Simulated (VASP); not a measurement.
# AlN (P6_3mc) in VASP: notebook

Aim: see how the results for AlN move with the level of theory and the settings. Levels: LDA, PBE, PBEsol, r2SCAN. Tasks: relaxation of cell and atoms.

All numbers are computed with VASP 6.6.1; they aren't measurements. Logs are shortened: lines on timing, memory, paths and dates and some standing lists are left out, and cuts for length are marked.

### 1 The crystal as given

It takes space group P6_3mc (No. 186, hexagonal). The conventional cell has a = 3.113 Å, b = 3.113 Å, c = 4.981 Å, α = 90.00°, β = 90.00°, γ = 120.00°. Al (site symmetry 3m) has 4 N at 1.89 Å as nearest neighbours. N (site symmetry 3m) is surrounded by 4 Al at 1.89 Å.

### 2 Relaxation of cell and atoms, LDA

INCAR

```
SYSTEM = AlN
  ALGO = Normal
  EDIFF = 1E-7
  EDIFFG = -0.01
  ENCUT = 600
  GGA = CA
  IBRION = 2
  ISIF = 3
  ISMEAR = -1
  LASPH = .True.
  LCHARG = .False.
  LREAL = .False.
  LWAVE = .False.
  NELM = 100
  NSW = 40
  PREC = Accurate
  SIGMA = 0.05
```

KPOINTS

```
k-points
0
Gamma
  12 12 7
  0 0 0
```

POSCAR

```
AlN
1.0
    3.1130000000      0.0000000000      0.0000000000
   -1.5565000000      2.6959370820      0.0000000000
    0.0000000000      0.0000000000      4.9810000000
Al N
2 2
Direct
    0.3333333333      0.6666666667      0.0000000000
    0.6666666667      0.3333333333      0.5000000000
    0.3333333333      0.6666666667      0.3800000000
    0.6666666667      0.3333333333      0.8800000000
```

Potentials or basis: VASP PAW LDA potentials, release 64 (Al, N).

Run with:

```sh
$ cat potpaw_LDA.64/Al/POTCAR potpaw_LDA.64/N/POTCAR > POTCAR
$ mpirun -np 1 vasp_std > vasp.out
```

OUTCAR:

```text
SYSTEM = AlN
   EDIFF = 1E-7
   EDIFFG = -0.01
   ENCUT = 600
   GGA = CA
   IBRION = 2
   ISIF = 3
   ISMEAR = -1
   LASPH = .True.
   LREAL = .False.
   NELM = 100
   NSW = 40
   PREC = Accurate

 ion  position               nearest neighbor table
   1  0.333  0.667  0.000-   3 1.89   4 1.89   4 1.89   4 1.89   2 3.07   2 3.07   2 3.07   2 3.07
                             2 3.07   2 3.07
   2  0.667  0.333  0.500-   4 1.89   3 1.89   3 1.89   3 1.89   1 3.07   1 3.07   1 3.07   1 3.07
                             1 3.07   1 3.07
   3  0.333  0.667  0.380-   1 1.89   2 1.89   2 1.89   2 1.89
   4  0.667  0.333  0.880-   2 1.89   1 1.89   1 1.89   1 1.89

  LATTYP: Found a hexagonal cell.
 ALAT       =     3.1130000000
 C/A-ratio  =     1.6000642467

  Lattice vectors:

 A1 = (   3.1130000000,   0.0000000000,   0.0000000000)
 A2 = (  -1.5565000000,   2.6959370820,   0.0000000000)
 A3 = (   0.0000000000,   0.0000000000,   4.9810000000)

Analysis of symmetry for initial positions (statically):
=====================================================================
 Subroutine PRICEL returns:
 Original cell was already a primitive cell.

 Routine SETGRP: Setting up the symmetry group for a
 hexagonal supercell.

 Subroutine GETGRP returns: Found 12 space group operations
 (whereof  6 operations were pure point group operations)
 out of a pool of 24 trial point group operations.

The static configuration has the point symmetry C_3v.
 The point group associated with its full space group is C_6v.

Analysis of symmetry for dynamics (positions and initial velocities):
=====================================================================
 Subroutine PRICEL returns:
 Original cell was already a primitive cell.

 Routine SETGRP: Setting up the symmetry group for a
 hexagonal supercell.

 Subroutine GETGRP returns: Found 12 space group operations
 (whereof  6 operations were pure point group operations)
 out of a pool of 24 trial point group operations.

The dynamic configuration has the point symmetry C_3v.
 The point group associated with its full space group is C_6v.

 Subroutine INISYM returns: Found 12 space group operations
 (whereof  6 operations are pure point group operations),
 and found     1 'primitive' translations

----------------------------------------------------------------------------------------

                                     Primitive cell

  volume of cell :      41.8028

  direct lattice vectors                    reciprocal lattice vectors
     3.113000000  0.000000000  0.000000000     0.321233537  0.185464269  0.000000000
[... 115 lines left out ...]
   GGA     = CA    functional components
   LHFCALC =     F    Hartree Fock is set to
   AEXX    =    0.0000 exact exchange contribution
   IVDW    =     0    specifies the selected vdW correction
   LEPSILON=     F    determine dielectric tensor
   LRPA    =     F    only Hartree local field effects (RPA)
 conjugate gradient relaxation of ions
 non-spin polarized calculation
  energy-cutoff  :      600.00
  volume of cell :       41.80
 maximum number of plane-waves:      1412
 NGX is ok and might be reduce to    28
   NGX = 13   NGY = 13   NGZ = 19

--------------------------------------- Ionic step        1  -------------------------------------------

 number of electron      16.0000000 magnetization

 Free energy of the ion-electron system (eV)
  ---------------------------------------------------
  ext. energy  EPLUGINS =         0.00000000
  ---------------------------------------------------
  free energy    TOTEN  =       -32.83092825 eV

  energy without entropy =      -32.83092825  energy(sigma->0) =      -32.83092825

------------------------ aborting loop because EDIFF is reached ----------------------------------------

  FORCE on cell =-STRESS in cart. coord.  units (eV):
  Direction    XX          YY          ZZ          XY          YZ          ZX
  --------------------------------------------------------------------------------------
  -------------------------------------------------------------------------------------
  Total       -1.2379845     -1.2379845     -0.7915455      0.0000000      0.0000000      0.0000000
  in kB      -47.4482703    -47.4482703    -30.3375889      0.0000000      0.0000000      0.0000000
  external PRESSURE =     -41.7447098 kB  Pullay stress =       0.0000000 kB
[... 253 lines left out ...]
--------------------------------------- Ionic step        8  -------------------------------------------

 number of electron      15.9999999 magnetization

 Free energy of the ion-electron system (eV)
  ---------------------------------------------------
  ext. energy  EPLUGINS =         0.00000000
  ---------------------------------------------------
  free energy    TOTEN  =       -32.84353473 eV

  energy without entropy =      -32.84353473  energy(sigma->0) =      -32.84353473

 E-fermi :   7.0329     XC(G=0): -11.3323

 val. band max:        6.0898452632   @ k =   0.0000   0.0000   0.0000
 cond. band min:      10.4912548359   @ k =   0.0000   0.0000   0.0000
 fundamental gap:      4.4014095727
 Fermi energy:         7.0329248427

 k-point     1 :       0.0000    0.0000    0.0000
  band No.  band energies     occupation
      1      -9.0682      2.00000
      2      -6.7824      2.00000
      3      -0.0528      2.00000
      4       5.2011      2.00000
      5       5.2011      2.00000
      6       5.8621      2.00000
      7       5.8621      2.00000
      8       6.0898      2.00000
      9      10.4913      0.00000
     10      12.7984      0.00000
     11      16.7254      0.00000
     12      17.1693      0.00000
[... 331 lines left out ...]
 k-point    24 :       0.3333    0.0000    0.1429
  band No.  band energies     occupation
      1      -7.6963      2.00000
      2      -6.3166      2.00000
      3       1.1071      2.00000
      4       2.0406      2.00000
      5       2.6478      2.00000
      6       4.2492      2.00000
      7       5.2630      2.00000
      8       5.4409      2.00000
      9      11.9872      0.00000
     10      12.6805      0.00000
     11      14.5343      0.00000
     12      16.2780      0.00000

 [... further k-points ...]

------------------------ aborting loop because EDIFF is reached ----------------------------------------

  FORCE on cell =-STRESS in cart. coord.  units (eV):
  Direction    XX          YY          ZZ          XY          YZ          ZX
  --------------------------------------------------------------------------------------
  -------------------------------------------------------------------------------------
  Total       -0.0008496     -0.0008496      0.0036573      0.0000000     -0.0000000     -0.0000000
  in kB       -0.0332452     -0.0332452      0.1431135      0.0000000     -0.0000000     -0.0000000
  external PRESSURE =       0.0255410 kB  Pullay stress =       0.0000000 kB
[... 19 lines left out ...]
  FREE ENERGIE OF THE ION-ELECTRON SYSTEM (eV)
  ---------------------------------------------------
  free  energy   TOTEN  =       -32.8435347259 eV

  energy  without entropy=      -32.8435347258  energy(sigma->0) =      -32.84353473

 reached required accuracy - stopping structural energy minimisation
```

Run time: 69 s. Hardware: 1 thread of Intel Xeon 6975P-C (Granite Rapids), shared host; peak memory 0.18 GiB.

What came out:

```yaml
Free_energy: -32.8435 eV
Relaxed_volume: 10.24 Å³/atom
Relaxed_cell: a = 3.091 Å, b = 3.091 Å, c = 4.947 Å, α = 90.00°, β = 90.00°, γ = 120.00°
Space_group_after_relaxing_to_0.05_Å: P6_3mc (No. 186)
Energy_gained_by_relaxing: 3.2 meV/atom
Ionic_steps: 8
Pressure_after_relaxing: 0.0 GPa
Band_gap_on_the_k_mesh: 4.40 eV, direct
```

Step by step:
| step | energy change (eV) | largest force (eV/Å) | pressure (GPa) | volume (Å³) |
| --- | --- | --- | --- | --- |
| 1 | 0.0000 | 0.1193 | -4.17 | 41.80 |
| 2 | -0.0013 | 0.0856 | 4.22 | 40.18 |
| 3 | -0.0124 | 0.0188 | -0.02 | 40.96 |
| 4 | -0.0124 | 0.0168 | 0.07 | 40.94 |
| 5 | -0.0126 | 0.0119 | 0.09 | 40.93 |
| 6 | -0.0126 | 0.0074 | 0.11 | 40.92 |
| 7 | -0.0126 | 0.0087 | -0.12 | 40.97 |
| 8 | -0.0126 | 0.0001 | 0.00 | 40.94 |

Final structure:
```
CELL_PARAMETERS angstrom
3.09129 0.00000 0.00000
-1.54564 2.67713 0.00000
0.00000 0.00000 4.94741
ATOMIC_POSITIONS crystal
Al 0.33333 0.66667 0.99901
Al 0.66667 0.33333 0.49901
N 0.33333 0.66667 0.38099
N 0.66667 0.33333 0.88099
```

Caveat: an odd mesh through Γ misses points on the zone boundary, where band edges often lie.

### 3 Relaxation of cell and atoms, PBE

INCAR

```
SYSTEM = AlN
ALGO     = Fast           ! electronic algorithm
EDIFF    = 1E-6           ! SCF threshold, eV
EDIFFG   = -0.02          ! ionic threshold
ENCUT    = 600            ! plane-wave cutoff, eV
GGA      = PE             ! functional
IBRION   = 2              ! ionic algorithm
ISIF     = 3              ! what is computed and relaxed
ISMEAR   = -1             ! smearing method
LASPH    = .TRUE.         ! aspherical terms in the spheres
LCHARG   = .FALSE.        ! write CHGCAR
LREAL    = .FALSE.        ! projectors in reciprocal space
LWAVE    = .FALSE.        ! write WAVECAR
NELM     = 60             ! most SCF steps
NSW      = 60             ! ionic steps
PREC     = Accurate       ! precision mode
SIGMA    = 0.05           ! smearing width, eV
```

KPOINTS

```
k-points
0
G
  12 12 7
  0 0 0
```

POSCAR is that of step 2.

Potentials or basis: VASP PAW PBE potentials, release 64 (Al, N).

Run with:

```sh
$ cat potpaw_PBE.64/Al/POTCAR potpaw_PBE.64/N/POTCAR > POTCAR
$ mpirun -np 1 vasp_std > vasp.out
```

It took 2.8 min on 1 thread of Intel Xeon Platinum 8375C at 2.90GHz (Ice Lake), shared host; peak memory 0.2 GiB.

It converged, with:

* Free energy: -29.7826 eV
* Relaxed volume: 10.62 Å³/atom
* Relaxed cell: a = 3.127 Å, b = 3.127 Å, c = 5.018 Å, α = 90.00°, β = 90.00°, γ = 120.00°
* Space group after relaxing (to 0.05 Å): P6_3mc (No. 186)
* Energy gained by relaxing: 2.1 meV/atom
* Ionic steps: 3
* Pressure after relaxing: 0.0 GPa
* Largest force after relaxing: 0.004 eV/Å
* Band gap on the k mesh: 4.06 eV, direct

Forces on the atoms (eV/Å):
```
Al   0.000  0.000 -0.004
Al   0.000  0.000 -0.004
N    0.000  0.000  0.004
N    0.000  0.000  0.004
```

Stress tensor (GPa, compression positive):
```
 0.05  0.00  0.00
 0.00  0.05  0.00
 0.00  0.00 -0.10
```

The path:
```csv
step,energy change (eV),largest force (eV/Å),pressure (GPa),volume (Å³)
1,0.0000,0.1289,3.34,41.80
2,-0.0018,0.0914,-2.77,43.13
3,-0.0083,0.0035,0.00,42.50
```

Final structure:
```xyz
4
Lattice="3.1273 0.0000 0.0000 -1.5637 2.7084 0.0000 0.0000 0.0000 5.0176" Properties=species:S:1:pos:R:3 pbc="T T T"
Al    0.0000    1.8056    5.0143
Al    1.5637    0.9028    2.5055
N     0.0000    1.8056    1.9100
N     1.5637    0.9028    4.4188
```

Levels at points of the mesh, in eV from the valence-band top:
| k point | band 5 | band 6 | band 7 | band 8 | band 9 | band 10 | band 11 | band 12 |
| --- | --- | --- | --- | --- | --- | --- | --- | --- |
| (0.00, 0.00, 0.00) | -0.84 | -0.19 | -0.19 | 0.00 | 4.06 | 6.54 | 10.47 | 11.05 |
| (0.50, 0.00, 0.00) | -3.29 | -2.05 | -1.74 | -0.68 | 5.76 | 5.77 | 8.05 | 10.16 |

Caveat: an odd mesh through Γ misses points on the zone boundary, where band edges often lie. Expect the measured gap to be larger: semilocal functionals such as PBE lack the derivative discontinuity.

### 4 Relaxation of cell and atoms, PBEsol

INCAR

```
SYSTEM = AlN
PREC     = Accurate       ! precision mode
ENCUT    = 600            ! plane-wave cutoff, eV
EDIFF    = 1E-6           ! SCF threshold, eV
ISMEAR   = -1             ! smearing method
SIGMA    = 0.05           ! smearing width, eV
LREAL    = .False.        ! projectors in reciprocal space
LASPH    = .True.         ! aspherical terms in the spheres
NELM     = 60             ! most SCF steps
ALGO     = Normal         ! electronic algorithm
ISIF     = 3              ! what is computed and relaxed
LWAVE    = .False.        ! write WAVECAR
LCHARG   = .False.        ! write CHGCAR
GGA      = PS             ! functional
IBRION   = 2              ! ionic algorithm
NSW      = 60             ! ionic steps
EDIFFG   = -0.005         ! ionic threshold
```

KPOINTS

```
regular mesh
0
Gamma
  12 12 7
  0 0 0
```

POSCAR is that of step 3.

Run with:

```sh
$ cat potpaw_PBE.64/Al/POTCAR potpaw_PBE.64/N/POTCAR > POTCAR
$ mpirun -np 1 vasp_std > vasp.out
```

It took 80 s on 1 thread of Intel Xeon Platinum 8488C (Sapphire Rapids), shared host; peak memory 0.19 GiB.

The run converged. Its results:

* Free energy: -31.3157 eV
* Relaxed volume: 10.45 Å³/atom
* Relaxed cell: a = 3.113 Å, b = 3.113 Å, c = 4.982 Å, α = 90.00°, β = 90.00°, γ = 120.00°
* Space group after relaxing (to 0.05 Å): P6_3mc (No. 186)
* Energy gained by relaxing: 0.3 meV/atom
* Ionic steps: 7
* Pressure after relaxing: 0.0 GPa
* Band gap on the k mesh: 4.12 eV, direct

Step by step:
| step | energy change (eV) | largest force (eV/Å) | pressure (GPa) | volume (Å³) |
| --- | --- | --- | --- | --- |
| 1 | 0.0000 | 0.1321 | 0.04 | 41.80 |
| 2 | -0.0003 | 0.0871 | 0.02 | 41.82 |
| 3 | -0.0012 | 0.0143 | 0.05 | 41.81 |
| 4 | -0.0013 | 0.0063 | -0.06 | 41.83 |
| 5 | -0.0013 | 0.0013 | -0.12 | 41.84 |
| 6 | -0.0013 | 0.0005 | 0.09 | 41.79 |
| 7 | -0.0013 | 0.0009 | 0.01 | 41.81 |

Final structure:
```
CELL_PARAMETERS angstrom
3.11296 0.00000 0.00000
-1.55648 2.69590 0.00000
0.00000 0.00000 4.98218
ATOMIC_POSITIONS crystal
Al 0.33333 0.66667 0.99901
Al 0.66667 0.33333 0.49901
N 0.33333 0.66667 0.38099
N 0.66667 0.33333 0.88099
```

Levels at points of the mesh, in eV from the valence-band top:
```csv
k point,band 4,band 5,band 6,band 7,band 8,band 9,band 10,band 11,band 12
"(0.00, 0.00, 0.00)",-0.88,-0.88,-0.22,-0.22,0.00,4.12,6.55,10.50,11.02
"(0.50, 0.00, 0.00)",-4.20,-3.38,-2.12,-1.81,-0.70,5.67,5.67,8.08,10.16
```

Caveat: the PAW data sets were made with another functional, which shifts forces and pressure a little; an odd mesh through Γ misses points on the zone boundary, where band edges often lie.

### 5 Relaxation of cell and atoms, r2SCAN

INCAR

```
SYSTEM = AlN
ALGO = Normal ; EDIFF = 1E-7
EDIFFG = -0.02 ; ENCUT = 600
IBRION = 2 ; ISIF = 3
ISMEAR = -1 ; LASPH = .TRUE.
LCHARG = .FALSE. ; LMIXTAU = .TRUE.
LREAL = .FALSE. ; LWAVE = .FALSE.
METAGGA = R2SCAN ; NELM = 60
NSW = 60 ; PREC = Accurate
SIGMA = 0.05
```

KPOINTS

```
k-points
0
G
  12 12 7
  0 0 0
```

POSCAR is that of step 4.

Run with:

```sh
$ cat potpaw_PBE.64/Al/POTCAR potpaw_PBE.64/N/POTCAR > POTCAR
$ mpirun -np 1 vasp_std > vasp.out
```

Wall time 6.4 min (1 thread of Intel Xeon Platinum 8488C (Sapphire Rapids), shared host); peak memory 0.21 GiB.

The run converged. Its results:

```yaml
Free_energy: -38.4559 eV
Relaxed_volume: 10.39 Å³/atom
Relaxed_cell: a = 3.104 Å, b = 3.104 Å, c = 4.981 Å, α = 90.00°, β = 90.00°, γ = 120.00°
Space_group_after_relaxing_to_0.05_Å: P6_3mc (No. 186)
Energy_gained_by_relaxing: 0.5 meV/atom
Ionic_steps: 3
Pressure_after_relaxing: 0.0 GPa
Largest_force_after_relaxing: 0.015 eV/Å
Band_gap_on_the_k_mesh: 4.94 eV, direct
```

Forces in eV/Å, atoms in the order of the input:
```
Al   0.000  0.000 -0.015
Al   0.000  0.000 -0.015
N    0.000  0.000  0.015
N    0.000  0.000  0.015
```

Stress tensor (GPa, compression positive):
```
 0.06  0.00  0.00
 0.00  0.06  0.00
 0.00  0.00 -0.21
```

Step by step:
```
step  energy change (eV)  largest force (eV/Å)  pressure (GPa)  volume (Å³)
   1              0.0000                0.1251           -1.25        41.80
   2              0.0001                0.0987            1.28        41.31
   3             -0.0021                0.0148           -0.03        41.56
```

Final structure:
```yaml
crystal:
  lattice:
    - [3.10406, 0.00000, 0.00000]
    - [-1.55203, 2.68820, 0.00000]
    - [0.00000, 0.00000, 4.98074]
  atoms:
    - { symbol: Al, position: [0.33333, 0.66667, 0.99940] }
    - { symbol: Al, position: [0.66667, 0.33333, 0.49940] }
    - { symbol: N, position: [0.33333, 0.66667, 0.38060] }
    - { symbol: N, position: [0.66667, 0.33333, 0.88060] }
```

Levels at points of the mesh, in eV from the valence-band top:
```csv
k point,band 4,band 5,band 6,band 7,band 8,band 9,band 10,band 11,band 12
"(0.00, 0.00, 0.00)",-0.87,-0.87,-0.21,-0.21,0.00,4.94,7.57,11.62,12.08
"(0.50, 0.00, 0.00)",-4.22,-3.38,-2.12,-1.76,-0.70,6.45,6.58,9.08,11.28
```

Caveat: the PAW data sets were made with another functional, which shifts forces and pressure a little; an odd mesh through Γ misses points on the zone boundary, where band edges often lie. r2SCAN opens gaps a little over a GGA but as a rule still falls short of measured ones.

### 6 Overview

```csv
level,potentials or basis,gap on the mesh (eV),pressure (GPa),relaxed volume (Å³/atom)
LDA,"VASP PAW LDA potentials, release 64 (Al, N)",4.40,0.0,10.24
PBE,"VASP PAW PBE potentials, release 64 (Al, N)",4.06,0.0,10.62
PBEsol,"VASP PAW PBE potentials, release 64 (Al, N)",4.12,0.0,10.45
r2SCAN,"VASP PAW PBE potentials, release 64 (Al, N)",4.94,0.0,10.39
```

Alike in all rows: task relaxation of cell and atoms; no spin polarisation; cell relaxed; k mesh 12 × 12 × 7; cutoff (eV) 600; smearing fermi-dirac 0.05 eV.

Caveats: an odd mesh through Γ misses points on the zone boundary, where band edges often lie; the PAW data sets were made with another functional, which shifts forces and pressure a little (some runs).

Total energies depend on the potentials used, so only differences within one code and one set of settings carry meaning.
